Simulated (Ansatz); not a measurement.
Input and output for SiC (rocksalt type): DFT, PBE, all-electron LAPW, scalar-relativistic (Ansatz 0.2.0). This run: rocksalt relaxed under pressure.

The cell comes from a relaxation on PAW files under the same functional, begun from a prototype that needn't be the stable phase.

Command: `ansatz run input.yaml --threads 1 --pin off --max-ram 3584MiB --backend cpu --events-out ev --progress --plain --runs-dir out` It took 15 s on 1 thread of Intel(R) Xeon(R) 6975P-C (Granite Rapids), on a shared host, peak memory 0.47 GiB.

```yaml
crystal:
  lattice:
    - [0.0, 1.8724599474, 1.8724599474]
    - [1.8724599474, 0.0, 1.8724599474]
    - [1.8724599474, 1.8724599474, 0.0]
  atoms:
    - { symbol: Si, position: [0.0, 0.0, 0.0] }
    - { symbol: C, position: [0.5, 0.5, 0.5] }
kpoints:
  mp_grid: { grid: [17, 17, 17] }
scf:
  occupations: { method: fermi_dirac, width: 0.1 }
hamiltonian:
  xc: pbe
  pseudopotentials: { kind: all_electron, lapw: { basis_error: 0.0005 } }
output:
  forces: true
  stress: true
  eigenvalues: true
relax:
  f_tol: 0.005
  max_steps: 12
  cell: { p_target: 100.0, stress_tol: 0.05 }
```

Output:

```
The last accepted step is kept in <dir> (removed where the run ends without a failure and the disk answers)
LAPW: plane waves up to 10.418 Å⁻¹, error target 5.0e-4 eV per atom; small_component_spin mean_spin; C in spheres of 0.845 Å, 6 of its electrons in bands, Dirac shells []; Si in spheres of 0.971 Å, 12 of its electrons in bands, Dirac shells [] (how accurate: hamiltonian.pseudopotentials.lapw.basis_error, Limitations)
Engine: ansatz 0.2.0
Pseudopotentials: kind: all_electron
Pseudopotential: Si, LAPW, valence charge 12, lapw/all_electron/scalar/gaussian/Si, Koelling and Harmon's equation, gaussian nucleus
Pseudopotential: C, LAPW, valence charge 6, lapw/all_electron/scalar/gaussian/C, Koelling and Harmon's equation, gaussian nucleus
Functional definition: PBE
  parameter kappa = 0.804
  parameter beta = 0.06672455060314922
  exchange = pbe_x(kappa = kappa, mu = beta*pi^2/3)
  correlation = pbe_c(beta = beta)
Crystal: 2 atoms, lattice volume = 13.130 Å³
Basis set: ecut = 413.49907830724334 eV, 259 PW (Γ), exchange–correlation at level 2
Bands: 13, of which v1, the nominal top of the filled ones, is band 9 counted from 1 (8 counted from 0)
Symmetry: 48 space group operations
Space group: Fm-3m (ITA 225), of the structure as read, at distance tolerance 2.4e-5 Å
k-points: 165 of 4913
Non-local potential: Si, projectors of the file, none
Non-local potential: C, projectors of the file, none
Initial density: superposition of atomic densities (chi_scale 0.1, normalization cell, long waves kept (reshape's long-wave potential 0.00 eV rms))
Initial wavefunctions: plane waves of lowest kinetic energy (no species holds an atomic orbital)
Functional: x = pbe(κ = 0.804, μ = 0.2195149727645171), c = pbe(β = 0.06672455060314922)
iter 1 solved again at ethr=2.14e-2 eV; its pass at ethr=1.00e-1 eV (dr2=3.85e0 eV) is discarded
SCF iter   1: F=—  HF=-8928.967363 eV  |F-HF|=—  |Δ(HF+E_count)|=         —  Δρ=1.79e-1  dr2=3.85e0  ethr=2.14e-2  ⟨swp⟩=2.0  Hψ=15880  notcnv=0
preconditioner: auto → none  [insulator: Δε(μ)=2.856 eV  Ē_g=18.582 eV  σ=0.100 eV  W_gap=1.00  n_scr=0 (ndim 8)  ℏωp=29.0 eV  f_vac=0.000  D(μ)=0.00/eV (n_scr^D=0)  ε∞_Penn≈3.4]
iter 2 solved again at ethr=1.24e-4 eV; its pass at ethr=2.14e-2 eV (dr2=2.24e-2 eV) is discarded
SCF iter   2: F=—  HF=-8927.169180 eV  |F-HF|=—  |Δ(HF+E_count)|=    1.80e0  Δρ=2.38e-2  dr2=2.24e-2  ethr=1.24e-4  ⟨swp⟩=2.1  Hψ=11164  notcnv=0  defer=1
SCF iter   3: F=—  HF=-8927.162789 eV  |F-HF|=—  |Δ(HF+E_count)|=         —  Δρ=1.30e-2  dr2=9.16e-3  ethr=1.24e-4  ⟨swp⟩=2.4  Hψ=5523  notcnv=0
the basis was enlarged: its passes take 156.9 KiB over the memory plan, 1 of 1 planned eigensolver slots
SCF iter   4: F=—  HF=-8927.164069 eV  |F-HF|=—  |Δ(HF+E_count)|=   1.28e-3  Δρ=1.84e-3  dr2=1.89e-4  ethr=5.09e-5  ⟨swp⟩=2.0  Hψ=5167  notcnv=0
SCF iter   5: F=—  HF=-8927.164115 eV  |F-HF|=—  |Δ(HF+E_count)|=   4.58e-5  Δρ=2.00e-4  dr2=2.39e-6  ethr=1.05e-6  ⟨swp⟩=2.0  Hψ=5157  notcnv=0
SCF iter   6: F=-8927.164117 eV  HF=-8927.164117 eV  |F-HF|=2.49e-8  |Δ(HF+E_count)|=   1.51e-6  Δρ=1.54e-5  dr2=1.67e-8  ethr=1.33e-8  ⟨swp⟩=2.0  Hψ=5161  notcnv=0
SCF 1 converged in 6 iterations: F = -8927.164117 eV  dr2 = 1.67e-8
relax step   1: F+E_penalty+E_count = -8927.16411671 eV  Δ(F+E_penalty+E_count) = +0.000e0 eV  max|allowed force component| = 1.331e-30 eV/Å  Δτ_max = 0.0000 Å  P = +100.097 GPa  Ω = 13.130 Å³  (6 SCF iters, accepted)
Crystal: 2 atoms, lattice volume = 13.131 Å³
Basis set: ecut = 413.4759917681618 eV, 259 PW (Γ), exchange–correlation at level 2
Initial density: handed on by an earlier stage of this run
Initial wavefunctions: those handed on with the density
iter 1 solved again at ethr=1.32e-10 eV; its pass at ethr=1.00e-1 eV (dr2=2.38e-8 eV) is discarded
SCF iter   1: F=—  HF=-8927.164804 eV  |F-HF|=—  |Δ(HF+E_count)|=         —  Δρ=2.23e-5  dr2=4.33e-8  ethr=1.32e-10  ⟨swp⟩=4.5  Hψ=10812  notcnv=0
preconditioner: auto → none  [insulator: Δε(μ)=0.854 eV  Ē_g=17.909 eV  σ=0.100 eV  W_gap=0.97  n_scr=0 (ndim 8)  ℏωp=29.0 eV  f_vac=0.000  D(μ)=0.00/eV (n_scr^D=0)  ε∞_Penn≈3.6]
iter 2 solved again at ethr=8.08e-12 eV; its pass at ethr=1.32e-10 eV (dr2=1.45e-9 eV) is discarded
SCF iter   2: F=-8927.164804 eV  HF=-8927.164804 eV  |F-HF|=4.11e-10  |Δ(HF+E_count)|=   3.00e-8  Δρ=4.84e-6  dr2=1.46e-9  ethr=8.08e-12  ⟨swp⟩=2.0  Hψ=10029  notcnv=0
SCF 2 converged in 2 iterations: F = -8927.164804 eV  dr2 = 1.46e-9
relax step   2: F+E_penalty+E_count = -8927.16480356 eV  Δ(F+E_penalty+E_count) = -6.869e-4 eV  max|allowed force component| = 1.367e-29 eV/Å  Δτ_max = 0.0000 Å  P = +100.040 GPa  Ω = 13.131 Å³  (2 SCF iters, accepted)
iter 1 solved again at ethr=8.10e-12 eV; its pass at ethr=1.00e-1 eV (dr2=1.46e-9 eV) is discarded
SCF iter   1: F=—  HF=-8927.164804 eV  |F-HF|=—  |Δ(HF+E_count)|=         —  Δρ=4.84e-6  dr2=1.46e-9  ethr=8.10e-12  ⟨swp⟩=3.4  Hψ=10914  notcnv=0
preconditioner: auto → none  [insulator: Δε(μ)=0.855 eV  Ē_g=17.909 eV  σ=0.100 eV  W_gap=0.97  n_scr=0 (ndim 8)  ℏωp=29.0 eV  f_vac=0.000  D(μ)=0.00/eV (n_scr^D=0)  ε∞_Penn≈3.6]
SCF iter   2: F=-8927.164804 eV  HF=-8927.164804 eV  |F-HF|=2.55e-11  |Δ(HF+E_count)|=  7.26e-10  Δρ=2.30e-6  dr2=2.59e-10  ethr=8.10e-12  ⟨swp⟩=2.0  Hψ=5153  notcnv=0
SCF 3 converged in 2 iterations: F = -8927.164804 eV  dr2 = 2.59e-10
relax step   3: F+E_penalty+E_count = -8927.16480356 eV  Δ(F+E_penalty+E_count) = +2.112e-9 eV  max|allowed force component| = 9.466e-30 eV/Å  Δτ_max = 0.0000 Å  P = +100.041 GPa  Ω = 13.131 Å³  stress off target by 4.06e-2 GPa  SCF on the basis re-selected at this cell (its energy is not comparable with the rows above)  (2 SCF iters)
basis re-selected at this cell: Δ(F+E_penalty+E_count) = +2.112e-9 eV, ΔP = +0.000 GPa vs the last step (what re-selecting the basis moved, after the strain that the cell walked since its last selection, with what the two solves' SCF thresholds leave and, on support functions, any second-order correction that the steps lacked; it is no measure of the basis error at this ecutwfc). This SCF's stress stands 4.06e-2 GPa from its target on what of the cell is left free (relax.cell.stress_tol is 5.00e-2 GPa) and its largest allowed force component is 9.47e-30 eV/Å (relax.f_tol is 5.00e-3 eV/Å): within both
SCF converged after 2 iterations
Free energy (F): -8927.164804 eV
Harris-Foulkes:  -8927.164804 eV  (|F-HF|=2.55e-11)
Internal energy: -8927.164665 eV  (E = F + TS)
E sigma→0 (E₀):  -8927.164734 eV
Entropy (-TS):   -0.000139 eV (-0.069 meV/atom)
Fermi energy:    21.022496 eV
--- Per-component energies (eV) ---
  E_band       = -1043.296449
  E_kinetic    = 8969.164837
  E_xc         = -724.513014
  E_electrostatic = -17171.816488  (all electrons and nuclei)
  E_smearing   = -0.000139  (= −TS)
  E_closure    = 0.000000  (closes the sum)
  E_atoms      = -8914.489707  (free atoms, spherical and without spin; not in F)
  Σ components = -8927.164804   (vs F -8927.164804, Δ=0.00e0)
  Basis errors (estimates in eV, not in F): energy 2.3e-4 per atom: plane waves 2.2e-4 (1.3e-4 summed), levels above the bands 1.4e-52, relativity 9.4e-9, radial functions 1.5e-5, core shells 3.1e-13; eigenvalues (radial functions only) 1.9e-6; not estimated: angular momenta, meshes, grids; target (lapw.basis_error) 5.0e-4; muffin-tin radii C 0.845 Å, Si 0.971 Å
--- Forces (eV/Å), atoms counted from 1 ---
  atom   1  Si    -0.00000000     0.00000000     0.00000000
  atom   2  C      0.00000000    -0.00000000     0.00000000
  max |Σ_I F_I| component: 1.87e-29 eV/Å
--- Stress (GPa, compression-positive) ---
      100.040634      -0.000000      -0.000000
       -0.000000     100.040634      -0.000000
       -0.000000      -0.000000     100.040634
  P = ⅓ Tr σ = 100.0406 GPa (1000.406 kbar)
--- Band table (eV; the first three rows and the last of 165) ---
  k-point 0: bands = ["-243.4111", "-114.4957", "-70.5374", "-70.5374", "-70.5374", "-0.8758", "20.5295", "20.5295", "20.5295", "29.5125", "29.5125", "29.5125", "32.6478"]
  k-point 1: bands = ["-243.4111", "-114.4956", "-70.5379", "-70.5375", "-70.5375", "-0.7776", "19.9864", "20.4398", "20.4398", "29.3680", "29.7167", "29.7167", "32.8188"]
  k-point 2: bands = ["-243.4111", "-114.4954", "-70.5393", "-70.5377", "-70.5377", "-0.4833", "18.5815", "20.2022", "20.2022", "29.0386", "30.1834", "30.1834", "32.8980"]
  k-point 164: bands = ["-243.4111", "-114.4930", "-70.5475", "-70.5466", "-70.5430", "8.2469", "10.4946", "10.9688", "12.8850", "26.7312", "30.2221", "30.5593", "32.1029"]
--- Relaxed structure (2 steps of the walk, 2 accepted, 1 SCFs on fresh bases) ---
  F+E_penalty+E_count = -8927.16480356 eV   max|allowed force component| = 9.466e-30 eV/Å   (the final SCF, on the basis selected at the relaxed cell)
  cell:  # Å, volume = 13.1312 Å³
    - [-4.7769112808396154e-36, 1.8725122213133727, 1.8725122213133727]
    - [1.8725122213133727, -1.5923037602798717e-36, 1.8725122213133727]
    - [1.8725122213133727, 1.8725122213133727, -3.1846075205597434e-36]
  atoms:
    - { symbol: Si, position: [1.464821800715795e-38, -1.2555615434706813e-38, -1.2555615434706813e-38] }
    - { symbol: C, position: [0.49999999999999994, 0.49999999999999994, 0.49999999999999994] }
```

Next run (CsCl relaxed under pressure), as changes to the input before:

```diff
   lattice:
-    - [0.0, 1.8724599474, 1.8724599474]
-    - [1.8724599474, 0.0, 1.8724599474]
-    - [1.8724599474, 1.8724599474, 0.0]
+    - [2.3888849567, 0.0, 0.0]
+    - [0.0, 2.3888849567, 0.0]
+    - [0.0, 0.0, 2.3888849567]
   atoms:
 kpoints:
-  mp_grid: { grid: [17, 17, 17] }
+  mp_grid: { grid: [15, 15, 15] }
 scf:
```

Command: `ansatz run input.yaml --threads 1 --pin off --max-ram 3584MiB --backend cpu --events-out ev --progress --plain --runs-dir out` It took 13 s on 1 thread of Intel(R) Xeon(R) 6975P-C (Granite Rapids), with other jobs on the host, peak memory 0.39 GiB.

Results part of the output:

```
basis re-selected at this cell: Δ(F+E_penalty+E_count) = +5.430e-9 eV, ΔP = +0.000 GPa vs the last step (what re-selecting the basis moved, after the strain that the cell walked since its last selection, with what the two solves' SCF thresholds leave and, on support functions, any second-order correction that the steps lacked; it is no measure of the basis error at this ecutwfc). This SCF's stress stands 1.21e-3 GPa from its target on what of the cell is left free (relax.cell.stress_tol is 5.00e-2 GPa) and its largest allowed force component is 8.22e-30 eV/Å (relax.f_tol is 5.00e-3 eV/Å): within both
SCF converged after 2 iterations
Free energy (F): -8924.262190 eV
Harris-Foulkes:  -8924.262190 eV  (|F-HF|=6.00e-11)
Internal energy: -8924.238079 eV  (E = F + TS)
E sigma→0 (E₀):  -8924.250135 eV
Entropy (-TS):   -0.024111 eV (-12.056 meV/atom)
Fermi energy:    20.103106 eV
--- Per-component energies (eV) ---
  E_band       = -1051.702686
  E_kinetic    = 8967.301681
  E_xc         = -721.808419
  E_electrostatic = -17169.731342  (all electrons and nuclei)
  E_smearing   = -0.024111  (= −TS)
  E_closure    = 0.000000  (closes the sum)
  E_atoms      = -8914.489707  (free atoms, spherical and without spin; not in F)
  Σ components = -8924.262190   (vs F -8924.262190, Δ=0.00e0)
  Basis errors (estimates in eV, not in F): energy 1.9e-4 per atom: plane waves 1.8e-4 (9.7e-5 summed), levels above the bands 9.2e-46, relativity 6.8e-9, radial functions 1.1e-5, core shells 1.2e-14; eigenvalues (radial functions only) 4.1e-6; not estimated: angular momenta, meshes, grids; target (lapw.basis_error) 5.0e-4; muffin-tin radii C 0.956 Å, Si 1.051 Å
--- Forces (eV/Å), atoms counted from 1 ---
  atom   1  Si    -0.00000000     0.00000000    -0.00000000
  atom   2  C      0.00000000    -0.00000000    -0.00000000
  max |Σ_I F_I| component: 1.46e-29 eV/Å
--- Stress (GPa, compression-positive) ---
      100.001211       0.000000       0.000000
        0.000000     100.001211      -0.000000
        0.000000      -0.000000     100.001211
  P = ⅓ Tr σ = 100.0012 GPa (1000.012 kbar)
--- Band table (eV; the first three rows and the last of 120) ---
  k-point 0: bands = ["-245.8920", "-114.9039", "-70.9370", "-70.9370", "-70.9370", "-1.1746", "18.5550", "18.5550", "18.5550", "24.2714", "24.2714", "25.8380", "37.6242"]
  k-point 1: bands = ["-245.8920", "-114.9037", "-70.9382", "-70.9370", "-70.9370", "-1.0704", "17.5305", "18.6284", "18.6284", "24.3782", "25.0266", "26.2322", "37.2134"]
  k-point 2: bands = ["-245.8920", "-114.9033", "-70.9414", "-70.9367", "-70.9367", "-0.7582", "15.4982", "18.8444", "18.8444", "24.6967", "25.6542", "27.9346", "36.1167"]
  k-point 119: bands = ["-245.8920", "-114.8945", "-70.9583", "-70.9583", "-70.9583", "12.3463", "13.5971", "13.5971", "14.4225", "18.1782", "18.1782", "18.3003", "24.6954"]
--- Relaxed structure (3 steps of the walk, 3 accepted, 1 SCFs on fresh bases) ---
  F+E_penalty+E_count = -8924.26219018 eV   max|allowed force component| = 8.217e-30 eV/Å   (the final SCF, on the basis selected at the relaxed cell)
  cell:  # Å, volume = 13.6369 Å³
    - [2.38912112208066, 0.0, 0.0]
    - [0.0, 2.38912112208066, -1.2538606408771066e-37]
    - [0.0, -1.2538606408771066e-37, 2.38912112208066]
  atoms:
    - { symbol: Si, position: [-2.0994910405569753e-37, 1.4762046378935626e-38, 3.9365457010419417e-38] }
    - { symbol: C, position: [0.49999999999999994, 0.49999999999999994, 0.49999999999999994] }
```

Next run (zincblende relaxed under pressure), as changes to the input before:

```diff
   lattice:
-    - [2.3888849567, 0.0, 0.0]
-    - [0.0, 2.3888849567, 0.0]
-    - [0.0, 0.0, 2.3888849567]
+    - [0.0, 1.9965571923, 1.9965571923]
+    - [1.9965571923, 0.0, 1.9965571923]
+    - [1.9965571923, 1.9965571923, 0.0]
   atoms:
-    - { symbol: C, position: [0.5, 0.5, 0.5] }
+    - { symbol: C, position: [0.25, 0.25, 0.25] }
 kpoints:
-  mp_grid: { grid: [15, 15, 15] }
+  mp_grid: { grid: [17, 17, 17] }
 scf:
```

Results part of the output:

```
basis re-selected at this cell: Δ(F+E_penalty+E_count) = +1.881e-9 eV, ΔP = -0.000 GPa vs the last step (what re-selecting the basis moved, after the strain that the cell walked since its last selection, with what the two solves' SCF thresholds leave and, on support functions, any second-order correction that the steps lacked; it is no measure of the basis error at this ecutwfc). This SCF's stress stands 9.23e-4 GPa from its target on what of the cell is left free (relax.cell.stress_tol is 5.00e-2 GPa) and its largest allowed force component is 1.02e-16 eV/Å (relax.f_tol is 5.00e-3 eV/Å): within both
SCF converged after 2 iterations
Free energy (F): -8928.264518 eV
Harris-Foulkes:  -8928.264518 eV  (|F-HF|=5.98e-10)
Internal energy: -8928.264469 eV  (E = F + TS)
E sigma→0 (E₀):  -8928.264493 eV
Entropy (-TS):   -0.000049 eV (-0.025 meV/atom)
Fermi energy:    15.448186 eV
--- Per-component energies (eV) ---
  E_band       = -1105.876808
  E_kinetic    = 8975.717398
  E_xc         = -723.767760
  E_electrostatic = -17180.214107  (all electrons and nuclei)
  E_smearing   = -0.000049  (= −TS)
  E_closure    = 0.000000  (closes the sum)
  E_atoms      = -8914.489707  (free atoms, spherical and without spin; not in F)
  Σ components = -8928.264518   (vs F -8928.264518, Δ=0.00e0)
  Basis errors (estimates in eV, not in F): energy 2.8e-4 per atom: plane waves 2.6e-4 (1.6e-4 summed), levels above the bands 1.3e-53, relativity 1.7e-8, radial functions 2.4e-5, core shells 4.9e-12; eigenvalues (radial functions only) 6.4e-7; not estimated: angular momenta, meshes, grids; target (lapw.basis_error) 5.0e-4; muffin-tin radii C 0.770 Å, Si 0.906 Å
--- Forces (eV/Å), atoms counted from 1 ---
  atom   1  Si     0.00000000    -0.00000000    -0.00000000
  atom   2  C      0.00000000     0.00000000     0.00000000
  max |Σ_I F_I| component: 9.25e-17 eV/Å
--- Stress (GPa, compression-positive) ---
       99.999077       0.000000      -0.000000
        0.000000      99.999077       0.000000
       -0.000000       0.000000      99.999077
  P = ⅓ Tr σ = 99.9991 GPa (999.991 kbar)
--- Band table (eV; the first three rows and the last of 165) ---
  k-point 0: bands = ["-247.3720", "-117.5380", "-73.5590", "-73.5590", "-73.5590", "-2.8418", "14.7770", "14.7770", "14.7770", "24.1610", "24.1610", "24.1610", "24.1627"]
  k-point 1: bands = ["-247.3720", "-117.5379", "-73.5592", "-73.5590", "-73.5590", "-2.7589", "14.3842", "14.7276", "14.7276", "23.9478", "24.2700", "24.2700", "24.5742"]
  k-point 2: bands = ["-247.3720", "-117.5379", "-73.5599", "-73.5591", "-73.5591", "-2.5112", "13.3514", "14.5928", "14.5928", "23.7327", "24.5264", "24.5264", "25.2527"]
  k-point 164: bands = ["-247.3720", "-117.5370", "-73.5638", "-73.5633", "-73.5617", "3.8501", "7.3133", "8.4493", "9.2993", "20.3315", "25.6315", "26.4095", "27.7767"]
--- Relaxed structure (3 steps of the walk, 3 accepted, 1 SCFs on fresh bases) ---
  F+E_penalty+E_count = -8928.26451776 eV   max|allowed force component| = 1.018e-16 eV/Å   (the final SCF, on the basis selected at the relaxed cell)
  cell:  # Å, volume = 15.9105 Å³
    - [-2.428263234426805e-34, 1.9962647280759864, 1.9962647280759864]
    - [1.9962647280759864, 1.355050499998171e-33, 1.9962647280759864]
    - [1.9962647280759864, 1.9962647280759864, 2.3263557937688927e-33]
  atoms:
    - { symbol: Si, position: [-2.318618021047249e-34, 2.9516534937492063e-34, 3.07725577007896e-34] }
    - { symbol: C, position: [0.24999999999999997, 0.24999999999999997, 0.24999999999999997] }
```

Next run (single point at the cell that PAW relaxed from the wurtzite type at 100 GPa), as changes to the input before:

```diff
   lattice:
-    - [0.0, 1.9965571923, 1.9965571923]
-    - [1.9965571923, 0.0, 1.9965571923]
-    - [1.9965571923, 1.9965571923, 0.0]
+    - [2.8234730989, 0.0, 0.0]
+    - [-1.4117365495, 2.4451994306, 0.0]
+    - [0.0, 0.0, 4.6151576053]
   atoms:
-    - { symbol: Si, position: [0.0, 0.0, 0.0] }
-    - { symbol: C, position: [0.25, 0.25, 0.25] }
+    - { symbol: Si, position: [0.3333333333, 0.6666666667, -0.0001768202] }
+    - { symbol: Si, position: [0.6666666667, 0.3333333333, 0.4998231798] }
+    - { symbol: C, position: [0.3333333333, 0.6666666667, 0.3761768202] }
+    - { symbol: C, position: [0.6666666667, 0.3333333333, 0.8761768202] }
 kpoints:
-  mp_grid: { grid: [17, 17, 17] }
+  mp_grid: { grid: [13, 13, 7] }
 scf:
   eigenvalues: true
-relax:
-  f_tol: 0.005
-  max_steps: 12
-  cell: { p_target: 100.0, stress_tol: 0.05 }
+  populations: true
```

Results part of the output:

```
SCF 1 converged in 7 iterations: F = -17856.529965 eV  dr2 = 1.50e-9
SCF converged after 7 iterations
Free energy (F): -17856.529965 eV
Harris-Foulkes:  -17856.529965 eV  (|F-HF|=5.09e-11)
Internal energy: -17856.529962 eV  (E = F + TS)
E sigma→0 (E₀):  -17856.529963 eV
Entropy (-TS):   -0.000003 eV (-0.001 meV/atom)
Fermi energy:    15.931115 eV
--- Per-component energies (eV) ---
  E_band       = -2212.466475
  E_kinetic    = 17951.375126
  E_xc         = -1447.575168
  E_electrostatic = -34360.329920  (all electrons and nuclei)
  E_smearing   = -0.000003  (= −TS)
  E_closure    = 0.000000  (closes the sum)
  E_atoms      = -17828.979414  (free atoms, spherical and without spin; not in F)
  Σ components = -17856.529965   (vs F -17856.529965, Δ=0.00e0)
  Basis errors (estimates in eV, not in F): energy 2.8e-4 per atom: plane waves 2.6e-4 (1.6e-4 summed), levels above the bands 6.8e-37, relativity 1.2e-8, radial functions 1.7e-5, core shells 2.0e-12; eigenvalues (radial functions only) 1.3e-6; not estimated: angular momenta, meshes, grids; target (lapw.basis_error) 5.0e-4; muffin-tin radii C 0.797 Å, Si 0.930 Å
--- Forces (eV/Å), atoms counted from 1 ---
  atom   1  Si     0.00000000     0.00000000     0.00102253
  atom   2  Si     0.00000000    -0.00000000     0.00102253
  atom   3  C      0.00000000     0.00000000    -0.00105183
  atom   4  C     -0.00000000    -0.00000000    -0.00105183
  max |Σ_I F_I| component: 5.86e-5 eV/Å
--- Stress (GPa, compression-positive) ---
       99.744181      -0.000000      -0.000000
       -0.000000      99.744181       0.000000
       -0.000000       0.000000      99.822589
  P = ⅓ Tr σ = 99.7703 GPa (997.703 kbar)
--- Band table (eV; the first three rows and the last of 84) ---
  k-point 0: bands = ["-247.3673", "-247.3673", "-117.5715", "-117.5708", "-73.6042", "-73.5977", "-73.5922", "-73.5922", "-73.5911", "-73.5911", "-2.8686", "1.8175", "4.6117", "13.4877", "13.4877", "14.8627", "14.9197", "14.9197", "22.0388", "23.2768", "23.2768", "23.8946"]
  k-point 1: bands = ["-247.3673", "-247.3673", "-117.5715", "-117.5708", "-73.6039", "-73.5981", "-73.5922", "-73.5922", "-73.5912", "-73.5912", "-2.7462", "1.1611", "5.4558", "13.5502", "13.5502", "14.2841", "14.8400", "14.8400", "22.1323", "23.2501", "23.2501", "24.0927"]
  k-point 2: bands = ["-247.3673", "-247.3673", "-117.5714", "-117.5709", "-73.6030", "-73.5990", "-73.5920", "-73.5920", "-73.5913", "-73.5913", "-2.3810", "0.0610", "7.1090", "12.8351", "13.7297", "13.7297", "14.6215", "14.6215", "22.4076", "23.2906", "23.2906", "23.9850"]
  k-point 83: bands = ["-247.3673", "-247.3673", "-117.5706", "-117.5706", "-73.6011", "-73.6010", "-73.5954", "-73.5952", "-73.5947", "-73.5946", "3.0163", "3.2911", "6.2419", "6.4764", "7.7647", "8.4658", "12.8372", "13.1138", "20.4603", "21.2671", "21.8487", "22.5391"]
--- Löwdin populations: 4 sites ---
  site symbol       q [e]
     0     Si     12.7498
     1     Si     12.7498
     2      C      7.1625
     3      C      7.1625
  spilling = 0.004383 (of n_electrons = 40.000000)
```
